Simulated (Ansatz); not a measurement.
Here is the system:

InN (zinc blende)

```cif
data_In4N4
_chemical_formula_sum 'N4 In4'
_space_group_name_H-M_alt 'F-43m'
_space_group_IT_number 216
_space_group_name_Hall 'F -4 2 3'
_cell_length_a 5.04898
_cell_length_b 5.04898
_cell_length_c 5.04898
_cell_angle_alpha 90.000
_cell_angle_beta 90.000
_cell_angle_gamma 90.000
loop_
_atom_site_label
_atom_site_type_symbol
_atom_site_symmetry_multiplicity
_atom_site_Wyckoff_symbol
_atom_site_fract_x
_atom_site_fract_y
_atom_site_fract_z
_atom_site_occupancy
N1 N 4 c 0.25000 0.25000 0.25000 1
In1 In 4 a 0.00000 0.00000 0.00000 1
```
(The calculation used a cell of 2 atoms; values per cell refer to that cell.)

This relaxed cell (volume V₀) is scaled evenly in all directions, its shape held. Symmetry pins the atoms to their sites.

Computed with PBE (plane waves to 420 eV, PAW, scalar-relativistic; Ansatz, a first-principles code). k mesh 11×11×11 (Γ-centred), Fermi-Dirac smearing 0.05 eV. Energies are smeared free energies. Compression counts positive. At this level the bands of InN touch or barely overlap; measurements give the solid a gap. InN was relaxed with its symmetry unable to fall. ΔE is measured from the relaxed starting cell.

The scan covers V/V₀ from 0.900 to 1.100 in 11 points.

Q: What is the fitted pressure derivative B₀′?

A: 4.7.

Q: What bulk modulus B₀ follows from a third-order Birch-Murnaghan fit?

A: 121 GPa.

(Under strain, the slope of the energy per volume gives the stress and its curvature an elastic modulus.)
